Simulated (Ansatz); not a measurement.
# Si2Mo: one crystal by all-electron and frozen-core methods

Does the method matter for Si2Mo? The same cell, functional and mesh are run with LAPW, all electrons, PAW with frozen cores and all-electron PAW on datasets made for the crystal.

Computed with Ansatz 0.2.0 (DFT PBE, scalar-relativistic, unless a step's input says otherwise).

## Step 1: Starting point

Symmetry: I4/mmm, No. 139, tetragonal system. The conventional cell has a = 3.200 Å, b = 3.200 Å, c = 7.861 Å, α = 90.00°, β = 90.00°, γ = 90.00°. Si (site symmetry 4mm) has 5 Si at 2.61 to 2.63 Å and 5 Mo at 2.62 Å as nearest neighbours. Around Mo (site symmetry 4/mmm) lie 10 Si at 2.62 Å.

Coordinates:

```xyz
3
Lattice="-1.6000 1.6000 3.9305 1.6000 -1.6000 3.9305 1.6000 1.6000 -3.9305" Properties=species:S:1:pos:R:3 pbc="T T T"
Si    0.0000    0.0000    2.6177
Si    0.0000    0.0000    5.2433
Mo    0.0000    0.0000    0.0000
```

Structure: COD 1010282, as refined from experiment and not relaxed.

Atoms are numbered in the order of the input: Si1, Si2, Mo3.

## Step 2: LAPW, all electrons

input.yaml

```yaml
crystal:
  lattice:
    - [-1.6, 1.6, 3.9305]
    - [1.6, -1.6, 3.9305]
    - [1.6, 1.6, -3.9305]
  atoms:
    - { symbol: Si, position: [0.333, 0.333, 0.0] }
    - { symbol: Si, position: [0.667, 0.667, 0.0] }
    - { symbol: Mo, position: [0.0, 0.0, 0.0] }
kpoints:
  mp_grid: { grid: [12, 12, 16] }
  band_path:
    path:
      - [0.0, 0.0, 0.0]
      - [0.0, 0.0, 0.5]
      - [0.25, 0.25, 0.25]
      - [0.0, 0.5, 0.0]
      - [0.0, 0.0, 0.0]
      - [0.5, 0.5, -0.5]
      - [0.2914270847, 0.7085729153, -0.2914270847]
      - [-0.2914270847, 0.2914270847, 0.2914270847]
      - [0.0, 0.0, 0.0]
    npoints: 8
scf:
  occupations: { method: fermi_dirac, width: 0.03 }
hamiltonian:
  xc: pbe
  pseudopotentials: { kind: all_electron, lapw: { basis_error: 0.001 } }
output:
  forces: true
  stress: true
  eigenvalues: true
  populations: true
  dos: { projected: true, de: 0.2, e_range: [-14, 8] }
```

Standard output:

```text
Warning: crystal.symmetry: narrowed to the stabiliser of the k-point mesh — unitary ops 16 → 4; excluded 12 operations that carry a point of the 12×12×16 mesh (shift [0, 0, 0]) off the mesh (the run samples exactly the mesh kpoints.mp_grid names, as under crystal.symmetry.detect: false, and its converged state has the mesh's symmetry, not the crystal's; ε∞, the Born charges and the force constants of a linear response (`dielectric:` by the response, `phonons.method: dfpt`) are averaged over those of the crystal's operations that the state keeps within a tolerance, where `mesh_tensors`, `unaveraged_element` or `gamma_mean_max_change_ev_ang2` stands beside them; a row that `dielectric.field_direction` solves alone is averaged likewise, with nothing beside; a Γ-centred mesh of equal divisions is mapped onto itself by every operation and keeps the whole group, as does a half-shifted one under kpoints.further_shifts: images)
Si: projections on atomic orbitals take those of the free atom 1s2 2s2 2p6 3s2 3p2, of charge +0.00 (hamiltonian.pseudopotentials.projection_atoms)
Mo: projections on atomic orbitals take those of the free atom 1s2 2s2 2p6 3s2 3p6 3d10 4s2 4p6 4d5 5s1, of charge +0.00 (hamiltonian.pseudopotentials.projection_atoms)
LAPW: plane waves up to 7.651 Å⁻¹, error target 1.0e-3 eV per atom; small_component_spin mean_spin; Si in spheres of 1.170 Å, 12 of its electrons in bands, Dirac shells []; Mo in spheres of 1.446 Å, 24 of its electrons in bands, Dirac shells []
Engine: ansatz 0.2.0
Pseudopotentials: kind: all_electron
Pseudopotential: Si, LAPW, valence charge 12, Koelling and Harmon's equation, gaussian nucleus
Pseudopotential: Mo, LAPW, valence charge 24, Koelling and Harmon's equation, gaussian nucleus
Functional definition: PBE
  parameter kappa = 0.804
  parameter beta = 0.06672455060314922
  exchange = pbe_x(kappa = kappa, mu = beta*pi^2/3)
  correlation = pbe_c(beta = beta)
Crystal: 3 atoms, lattice volume = 40.248 Å³
Basis set: ecut = 223.01625938359453 eV, 309 PW (Γ), FFT grids on a1+a3, a2+a3, a3, exchange–correlation at level 2
Bands: 29, of which v1, the nominal top of the filled ones, is band 24 counted from 1 (23 counted from 0)
Symmetry: 4 space group operations
k-points: 632 of 2304
Non-local potential: Si, projectors of the file, none
Non-local potential: Mo, projectors of the file, none
Initial density: superposition of atomic densities (chi_scale 0.1, normalization cell, long waves kept (reshape's long-wave potential 0.00 eV rms))
Initial wavefunctions: plane waves of lowest kinetic energy (no species holds an atomic orbital)
Functional: x = pbe(κ = 0.804, μ = 0.2195149727645171), c = pbe(β = 0.06672455060314922)
iter 1 solved again at ethr=1.78e-3 eV; its pass at ethr=1.00e-1 eV (dr2=8.54e-1 eV) is discarded
SCF iter   1: F=—  HF=-125964.692374 eV  |F-HF|=—  |Δ(HF+E_count)|=         —  Δρ=4.26e-2  dr2=8.57e-1  ethr=1.78e-3  ⟨swp⟩=2.0  Hψ=121704  notcnv=0
preconditioner: auto → Kerker (q_TF=auto, 2.810 Å⁻¹)  [metal: Δε(μ)=0.018 eV  Ē_g=8.535 eV  σ=0.030 eV  W_gap=0.14  n_scr=14 (ndim 8)  ℏωp=21.9 eV  f_vac=0.000  D(μ)=0.29/eV (n_scr^D=0)]
SCF iter   2: F=—  HF=-125964.133842 eV  |F-HF|=—  |Δ(HF+E_count)|=   5.59e-1  Δρ=2.86e-2  dr2=6.46e-1  ethr=1.78e-3  ⟨swp⟩=3.0  Hψ=58106  notcnv=0
SCF iter   3: F=—  HF=-125963.879585 eV  |F-HF|=—  |Δ(HF+E_count)|=   2.54e-1  Δρ=1.41e-2  dr2=6.50e-2  ethr=1.34e-3  ⟨swp⟩=2.0  Hψ=51571  notcnv=0
SCF iter   4: F=—  HF=-125963.860077 eV  |F-HF|=—  |Δ(HF+E_count)|=         —  Δρ=3.89e-3  dr2=1.08e-2  ethr=1.35e-4  ⟨swp⟩=2.0  Hψ=54835  notcnv=0
the basis was enlarged: its passes take 442.6 KiB over the memory plan, 1 of 1 planned eigensolver slots
SCF iter   5: F=—  HF=-125963.859584 eV  |F-HF|=—  |Δ(HF+E_count)|=   4.94e-4  Δρ=2.09e-3  dr2=2.88e-3  ethr=2.25e-5  ⟨swp⟩=2.1  Hψ=54794  notcnv=0
SCF iter   6: F=—  HF=-125963.858049 eV  |F-HF|=—  |Δ(HF+E_count)|=   1.54e-3  Δρ=1.05e-3  dr2=7.58e-4  ethr=6.00e-6  ⟨swp⟩=2.0  Hψ=51730  notcnv=0
iter 7 solved again at ethr=8.93e-8 eV; its pass at ethr=1.58e-6 eV (dr2=4.29e-5 eV) is discarded
SCF iter   7: F=—  HF=-125963.857547 eV  |F-HF|=—  |Δ(HF+E_count)|=   5.02e-4  Δρ=2.48e-4  dr2=4.29e-5  ethr=8.93e-8  ⟨swp⟩=2.0  Hψ=89037  notcnv=0
SCF iter   8: F=—  HF=-125963.857522 eV  |F-HF|=—  |Δ(HF+E_count)|=   2.44e-5  Δρ=3.85e-5  dr2=1.03e-6  ethr=8.93e-8  ⟨swp⟩=2.0  Hψ=51713  notcnv=0
SCF iter   9: F=—  HF=-125963.857522 eV  |F-HF|=—  |Δ(HF+E_count)|=   8.73e-8  Δρ=1.60e-5  dr2=2.38e-7  ethr=2.15e-9  ⟨swp⟩=2.0  Hψ=51711  notcnv=0
SCF iter  10: F=-125963.857522 eV  HF=-125963.857522 eV  |F-HF|=2.07e-8  |Δ(HF+E_count)|=   5.54e-8  Δρ=3.67e-6  dr2=1.17e-8  ethr=4.97e-10  ⟨swp⟩=2.0  Hψ=51711  notcnv=0
SCF 1 converged in 10 iterations: F = -125963.857522 eV  dr2 = 1.17e-8
NSCF: frozen V_eff on 65 k-points
SCF converged after 10 iterations
Free energy (F): -125963.857522 eV
Harris-Foulkes:  -125963.857522 eV  (|F-HF|=2.07e-8)
Internal energy: -125963.856803 eV  (E = F + TS)
E sigma→0 (E₀):  -125963.857162 eV
Entropy (-TS):   -0.000719 eV (-0.240 meV/atom)
Fermi energy:    18.148717 eV
--- Per-component energies (eV) ---
  E_band       = -3326.078695
  E_kinetic    = 130008.615413
  E_xc         = -4512.122131
  E_electrostatic = -251460.350085  (all electrons and nuclei)
  E_smearing   = -0.000719  (= −TS)
  E_closure    = 0.000000  (closes the sum)
  E_atoms      = -125940.636991  (free atoms, spherical and without spin; not in F)
  Σ components = -125963.857522   (vs F -125963.857522, Δ=0.00e0)
  Basis errors (estimates in eV, not in F): energy 3.2e-4 per atom: plane waves 2.8e-4 (1.5e-4 summed), levels above the bands 1.0e-74, relativity 2.7e-8, radial functions 4.4e-5, core shells 8.9e-7; eigenvalues (radial functions only) 1.8e-6; not estimated: angular momenta, meshes, grids; target (lapw.basis_error) 1.0e-3; muffin-tin radii Si 1.170 Å, Mo 1.446 Å
--- Forces (eV/Å), atoms counted from 1 ---
  atom   1  Si     0.00069877     0.00069877     0.28342669
  atom   2  Si    -0.00069877    -0.00069877    -0.28342669
  atom   3  Mo     0.00000000     0.00000000     0.00000000
  max |Σ_I F_I| component: 1.06e-29 eV/Å
--- Stress (GPa, compression-positive) ---
        2.665033       0.011371      -0.005664
        0.011371       2.665033      -0.005664
       -0.005664      -0.005664       1.446206
  P = ⅓ Tr σ = 2.2588 GPa (22.588 kbar)
--- Band table (eV; the first three rows and the last of 632) ---
  k-point 0: bands = ["-199.2578", "-199.2403", "-199.2290", "-199.2226", "-199.2223", "-116.3500", "-116.3481", "-72.4007", "-72.4007", "-72.3958", "-72.3957", "-72.3859", "-72.3791", "-42.6151", "-16.7763", "-16.6748", "-16.6739", "4.6616", "11.7821", "14.6523", "15.1048", "15.4632", "15.4637", "18.5335", "21.1962", "21.2344", "21.7567", "21.7572", "22.1823"]
  k-point 1: bands = ["-199.2578", "-199.2403", "-199.2290", "-199.2226", "-199.2223", "-116.3500", "-116.3481", "-72.4008", "-72.4005", "-72.3960", "-72.3958", "-72.3858", "-72.3791", "-42.6137", "-16.7744", "-16.6835", "-16.6831", "4.7826", "11.8909", "14.2122", "15.1397", "15.1501", "15.9384", "18.0853", "20.8193", "21.4670", "21.5595", "21.8102", "22.4777"]
  k-point 2: bands = ["-199.2578", "-199.2403", "-199.2290", "-199.2226", "-199.2223", "-116.3499", "-116.3482", "-72.4009", "-72.3999", "-72.3968", "-72.3958", "-72.3855", "-72.3792", "-42.6097", "-16.7689", "-16.7104", "-16.7065", "5.1387", "12.1879", "13.6323", "14.4281", "15.2490", "16.5166", "17.0581", "20.3759", "21.4840", "21.7486", "21.9241", "22.7276"]
  k-point 631: bands = ["-199.2578", "-199.2403", "-199.2290", "-199.2226", "-199.2223", "-116.3496", "-116.3485", "-72.4010", "-72.4009", "-72.3955", "-72.3954", "-72.3828", "-72.3821", "-42.6144", "-16.8006", "-16.6764", "-16.6755", "6.4814", "8.1238", "14.6236", "15.8366", "17.5341", "17.5347", "17.5932", "17.5935", "18.6680", "22.7361", "23.2782", "24.0241"]
--- Löwdin populations: 3 sites ---
  site symbol       q [e]
     0     Si     13.8623
     1     Si     13.8623
     2     Mo     42.0782
  spilling = 0.002818 (of n_electrons = 70.000000)
```

It took 85 s on 1 thread, shared host.

Result: pressure 2.26 GPa; no gap; largest force 0.283 eV/Å.

Levels at the path's labelled points, in eV from the Fermi level:

| point | band 21 | band 22 | band 23 | band 24 | band 25 | band 26 | band 27 |
| --- | --- | --- | --- | --- | --- | --- | --- |
| Γ | -3.04 | -2.69 | -2.69 | 0.38 | 3.05 | 3.09 | 3.61 |
| X | -5.31 | -4.52 | -3.09 | -1.17 | 2.29 | 2.68 | 2.98 |
| P | -6.28 | -2.82 | -2.09 | -2.08 | 0.19 | 2.29 | 3.97 |
| N | -4.50 | -2.64 | -2.53 | -0.54 | 2.24 | 2.99 | 4.00 |
| Γ | -3.04 | -2.69 | -2.69 | 0.38 | 3.05 | 3.09 | 3.61 |
| M | -2.31 | -0.61 | -0.61 | -0.56 | -0.56 | 0.52 | 4.59 |
| S | -2.81 | -2.44 | -2.35 | -0.45 | 1.48 | 3.05 | 3.52 |
| S0 | -2.81 | -2.44 | -2.35 | -0.45 | 1.48 | 3.05 | 3.52 |
| Γ | -3.04 | -2.69 | -2.69 | 0.38 | 3.05 | 3.09 | 3.61 |

States per cell, counted by energy window (eV from the Fermi level, on a grid of 0.20 eV):

| from | to | total | Mo 4d | Si 3p | Si 3s |
| --- | --- | --- | --- | --- | --- |
| -10 | -9 | 0.75 | 0.13 | 0.22 | 0.36 |
| -9 | -8 | 0.93 | 0.19 | 0.29 | 0.40 |
| -8 | -7 | 0.64 | 0.17 | 0.23 | 0.22 |
| -7 | -6 | 0.62 | 0.17 | 0.33 | 0.09 |
| -6 | -5 | 1.25 | 0.30 | 0.81 | 0.07 |
| -5 | -4 | 0.81 | 0.26 | 0.38 | 0.12 |
| -4 | -3 | 1.55 | 0.73 | 0.55 | 0.16 |
| -3 | -2 | 3.51 | 2.02 | 1.21 | 0.16 |
| -2 | -1 | 1.89 | 1.03 | 0.73 | 0.06 |
| -1 | 0 | 0.73 | 0.60 | 0.10 | 0.01 |
| 0 | 1 | 0.55 | 0.31 | 0.15 | 0.07 |
| 1 | 2 | 1.47 | 0.81 | 0.37 | 0.19 |
| 2 | 3 | 2.10 | 1.07 | 0.54 | 0.35 |
| 3 | 4 | 1.86 | 0.60 | 0.56 | 0.25 |
| 4 | 5 | 1.92 | 0.44 | 0.70 | 0.23 |

(Part 1 of 2 ends here.)
